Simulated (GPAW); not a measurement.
# ZrSe2 (P-3m1) in GPAW: equation of state with LDA

Aim: the equation of state of ZrSe2 with LDA.

Program: GPAW 26.7.0. These are calculated values, not measurements. Logs are shortened: lines on timing, memory, paths and dates and some standing lists are left out, and cuts for length are marked. The log counts tension as positive stress, the text compression.

### Step 1. The crystal as given

The structure is trigonal, space group P-3m1 (No. 164). Conventional cell: a = 3.798 Å, b = 3.798 Å, c = 6.192 Å, α = 90.00°, β = 90.00°, γ = 120.00°. Around Zr (site symmetry -3m) lie 6 Se at 2.68 Å. Around Se (site symmetry 3m) lie 3 Zr at 2.68 Å.

### Step 2. Equation of state, LDA

Input file run.py:

```python
from ase import Atoms
from ase.eos import EquationOfState
from ase.io import Trajectory
from ase.units import GPa
from gpaw import GPAW, PW

atoms = Atoms(['Zr', 'Se', 'Se'],
              cell=[[3.798, 0.0, 0.0],
                    [-1.899, 3.2891644836, 0.0],
                    [0.0, 0.0, 6.192]],
              scaled_positions=[[0.0, 0.0, 0.0],
                                [0.6666666667, 0.3333333333, 0.75],
                                [0.3333333333, 0.6666666667, 0.25]],
              pbc=True)

traj = Trajectory('eos.traj', 'w')
volumes, energies = [], []
for x in [0.94, 0.96, 0.98, 1.0, 1.02, 1.04, 1.06]:
    a = atoms.copy()
    a.set_cell(atoms.cell * x**(1 / 3), scale_atoms=True)
    calc = GPAW(mode=PW(600),
                xc='LDA',
                kpts={'size': (7, 7, 4), 'gamma': True},
                occupations={'name': 'fermi-dirac', 'width': 0.05},
                nbands=24,
                convergence={'density': 1e-05, 'energy': 1e-05},
                maxiter=150,
                txt=f'eos-{x:.2f}.txt')
    a.calc = calc
    energies.append(a.get_potential_energy(force_consistent=True))
    volumes.append(a.get_volume())
    p = -a.get_stress()[:3].mean() / GPa
    calc.write(f'eos-{x:.2f}.gpw')
    traj.write(a)
    print(f'{x:.2f} {volumes[-1]:10.4f} A^3 {energies[-1]:14.6f} eV {p:9.3f} GPa', flush=True)

v0, e0, B = EquationOfState(volumes, energies, eos='birchmurnaghan').fit()
print(f'V0 = {v0:.4f} A^3, E0 = {e0:.6f} eV, B0 = {B / GPa:.2f} GPa')
```

Potentials or basis: the program's PAW data sets (release 1.2.1) made for this functional, pw.

Command:

```console
$ OMP_NUM_THREADS=1 python run.py
```

The program printed:

```text
__  _  _
 | _ |_)|_||  |
 |__||  | ||/\| - 26.7.0

Input parameters:
  mode=PW(ecut=600.0),
  convergence={'density': 1e-05, 'energy': 1e-05},
  kpts=MonkhorstPack(size=(7, 7, 4), gamma=True),
  maxiter=150,
  nbands=24,
  occupations=Occupations(name='fermi-dirac', width=0.05),
  xc=XC(name='LDA')

Diagonalizing LCAO Hamiltonian
Converting LCAO to pw mode

            Se

        Se

       Zr

Atoms  # Å, Bohr magnetons
|   | symbol |         x |        y |        z |    initial magnetic moments |
|---|--------|-----------|----------|----------|-----------------------------|
| 0 |     Zr |  0.000000 | 0.000000 | 0.000000 | ( 0.0000,  0.0000,  0.0000) |
| 1 |     Se |  1.860234 | 1.074007 | 4.549198 | ( 0.0000,  0.0000,  0.0000) |
| 2 |     Se | -0.000000 | 2.148013 | 1.516399 | ( 0.0000,  0.0000,  0.0000) |

Unit cell  # Å
| periodic |         x |        y |        z |  lengths |     angles |
|----------|-----------|----------|----------|----------|------------|
|      yes |  3.720468 | 0.000000 | 0.000000 | 3.720468 |  90.000000 |
|      yes | -1.860234 | 3.222020 | 0.000000 | 3.720468 |  90.000000 |
|      yes |  0.000000 | 0.000000 | 6.065597 | 6.065597 | 120.000000 |

Number of symmetries: 12
Symmetry operations  # r_c * U_cc + t_c -> r_c
|    | kind |            matrix            |
|----|------|------------------------------|
|  0 |  σ   |  1, 1, 0,  0,-1, 0,  0, 0, 1 |
|  1 |  S6  |  1, 1, 0, -1, 0, 0,  0, 0,-1 |
|  2 |  E   |  1, 0, 0,  0, 1, 0,  0, 0, 1 |
|  3 |  C2  |  1, 0, 0, -1,-1, 0,  0, 0,-1 |
|  4 |  C2  |  0, 1, 0,  1, 0, 0,  0, 0,-1 |
|  5 |  C3  |  0, 1, 0, -1,-1, 0,  0, 0, 1 |
|  6 |  S6  |  0,-1, 0,  1, 1, 0,  0, 0,-1 |
|  7 |  σ   |  0,-1, 0, -1, 0, 0,  0, 0, 1 |
|  8 |  σ   | -1, 0, 0,  1, 1, 0,  0, 0, 1 |
|  9 |  i   | -1, 0, 0,  0,-1, 0,  0, 0,-1 |
| 10 |  C3  | -1,-1, 0,  1, 0, 0,  0, 0, 1 |
| 11 |  C2  | -1,-1, 0,  0, 1, 0,  0, 0,-1 |

BZ-sampling:
  Number of BZ points: 196
  Number of IBZ points: 28

  Monkhorst-Pack size: [7, 7, 4]
  Monkhorst-Pack shift: [0.0, 0.0, 0.125]

K-points  # in reciprocal-cell coordinates
|     |                                coordinates |     weight |
|-----|--------------------------------------------|------------|
|   0 | (  0.00000000,   0.00000000,   0.00000000) | 0.00510204 |
|   1 | (  0.00000000,   0.00000000,   0.25000000) | 0.01020408 |
|   2 | (  0.00000000,   0.00000000,   0.50000000) | 0.00510204 |
|   3 | (  0.14285714,   0.00000000,  -0.25000000) | 0.03061224 |
|   4 | (  0.14285714,   0.00000000,   0.00000000) | 0.03061224 |
|   5 | (  0.14285714,   0.00000000,   0.25000000) | 0.03061224 |
|   6 | (  0.14285714,   0.00000000,   0.50000000) | 0.03061224 |
|   7 | (  0.28571429,  -0.14285714,   0.00000000) | 0.03061224 |
|   8 | (  0.28571429,  -0.14285714,   0.25000000) | 0.06122449 |
|   9 | (  0.28571429,  -0.14285714,   0.50000000) | 0.03061224 |
| ... |                                            |            |
|  27 | (  0.42857143,   0.42857143,   0.50000000) | 0.03061224 |

Plane wave coefficients: 2460
Cutoff: 600.0 eV

Spin-components: 1 (collinear spins)
Bands:           24
Projectors:      16
Spin-degeneracy: 2
Datatype:        complex128

Parallelization:
  kpt:    1
  domain: 1
  band:   1

Density:
  Valence electrons: 24.0
  Components: 1
  Grid points: [24 24 35]
  Charge: 0.0  # |e|

Potential:
  Grid points: [24 24 35]

species:
  Zr:
    name:    Zirconium
    Z:       40.0
    valence: 12
    core:    28
    charge:  0.0  # [|e|]
    compensation charges:
      type: gauss
      rc: 0.40  # [Å]
      lmax: 2
    cutoffs:
      filter: 2.39  # [Å]
      core: 1.59  # [Å]
    projectors
    | kind |    occ | energy [eV] | rcut [Å] |
    |------|--------|-------------|----------|
    |   4s |  2.000 |     -54.491 |    1.323 |
    |   5s |  2.000 |      -4.587 |    1.323 |
    |   4p |  6.000 |     -32.510 |    1.334 |
    |   5p |  0.000 |      -1.548 |    1.334 |
    |   4d |  2.000 |      -3.736 |    1.244 |
    |    d |        |      23.475 |    1.244 |

    Using partial waves for Zr as LCAO basis

  Se:
    name:    Selenium
    Z:       34.0
    valence: 6
    core:    28
    charge:  0.0  # [|e|]
    compensation charges:
      type: gauss
      rc: 0.27  # [Å]
      lmax: 2
    cutoffs:
      filter: 1.77  # [Å]
      core: 2.67  # [Å]
    projectors
    | kind |    occ | energy [eV] | rcut [Å] |
    |------|--------|-------------|----------|
    |   4s |  2.000 |     -17.472 |    0.847 |
    |   4p |  4.000 |      -6.656 |    1.005 |
    |    s |        |       9.739 |    0.847 |
    |    p |        |      20.555 |    1.005 |
    |    d |        |       0.000 |    0.847 |

    Using partial waves for Se as LCAO basis

Reference energy: -229820.909977  # eV

eigensolver:
  PPCG
  Converge bands: occupied
  niter=2

density mixing:
  MSR1-Mixer
  Pratt-step length: 0.05
  Maximum mixing coefficient: 0.75
  Old densities: 10
  SVD Regularization: 0.005
  Good broyden scale: 1.0
  Trust region scale: 1.0
  Backstep threshold: 4.0
  History deletion threshold: 6.0
  Fourier metric: weight=20.0, sigma=0.015

occupation numbers:
  Fermi-Dirac:
    width: 0.0500  # eV

poisson solver:
  ecut: 4800.0  # eV

xc functional:
  name: None

convergence criteria:
[... 6 lines left out ...]
|iter     | |      energy | eigst |  dens |
|---------|-|-------------|-------|-------|
|iter:   1| |  -20.983238 | +0.08 |       |
|iter:   2| |  -20.897154 | -1.90 | -1.12 |
|iter:   3| |  -20.569431 | -1.62 | -1.16 |
|iter:   4| |  -20.572563 | -2.43 | -1.69 |
|iter:   5| |  -20.553257 | -2.92 | -1.83 |
|iter:   6| |  -20.552090 | -4.24 | -2.21 |
|iter:   7| |  -20.552094 | -5.58 | -3.32 |
|iter:   8| |  -20.552096c| -6.60 | -3.83 |
|iter:   9| |  -20.552096c| -7.83c| -4.60 |
|iter:  10| |  -20.552096c| -8.22c| -5.41c|

Converged in 10 steps
Energy contributions relative to reference atoms: (reference = -229820.909977)

Energy contributions:
  Kinetic:          30.129979
  Coulomb:         -31.003722
  Zero:              0.344775
  External:          0.000000
  Xc:              -20.022384
  Entropy:          -0.001487
  Spinorbit:         0.000000
  ----------------------------
  Free energy:     -20.552840
  Extrapolated:    -20.552096

dipole moment: (-6.796329, -11.771586, -22.160540)  # |e|*Ang

Fermi level: 6.181
Eigenvalues  # (at kpt = [0.000, 0.000, 0.000])
| band index |      eig [eV] | occ [0-2] |
|------------|---------------|-----------|
|          0 |       -43.116 |     2.000 |
|        ... |               |           |
|          4 |        -7.515 |     2.000 |
|          5 |        -6.066 |     2.000 |
|          6 |         1.002 |     2.000 |
|          7 |         3.124 |     2.000 |
|          8 |         3.124 |     2.000 |
|          9 |         6.031 |     1.904 |
[... 8 lines left out ...]
|         18 |        11.067 |     0.000 |
|         19 |        15.088 |     0.000 |
|        ... |               |           |
|         23 |        19.469 |     0.000 |

Gap: 0.277 eV
Transition (v -> c):
  (s=0, k=0, n=11, [0.00, 0.00, 0.00]) -> (s=0, k=21, n=12, [0.43, 0.00, 0.50])
Direct/indirect transitions are different
Direct gap: 0.969 eV
Transition at: (s=0, k=0, n=11, [0.00, 0.00, 0.00])

Stress tensor  # eV/Ang^3
|         x |         y |         z |
|-----------|-----------|-----------|
| -0.007620 |  0.000000 |  0.000000 |
|  0.000000 | -0.007620 |  0.000000 |
|  0.000000 |  0.000000 | -0.016480 |

# Writing to eos-0.94.gpw (mode='')
```

It took 3.3 min on 1 thread of Arm Neoverse V2, shared host; peak memory 0.33 GiB.

What came out:

```
Equilibrium volume                        : 24.71 Å³/atom
Bulk modulus at fixed shape and positions : 87 GPa
Pressure derivative of the bulk modulus   : 4.1
```

Energy against volume, from the lowest point:
| volume (Å³/atom) | energy (meV/atom) |
| --- | --- |
| 24.237 | 2.54 |
| 24.753 | 0.00 |
| 25.268 | 3.24 |
| 25.784 | 11.67 |
| 26.300 | 24.78 |
| 26.815 | 42.07 |
| 27.331 | 63.15 |

Caveat: the cell was scaled at fixed shape and fractional positions, which overstates the stiffness of a crystal with free parameters, most of all of layers and chains.
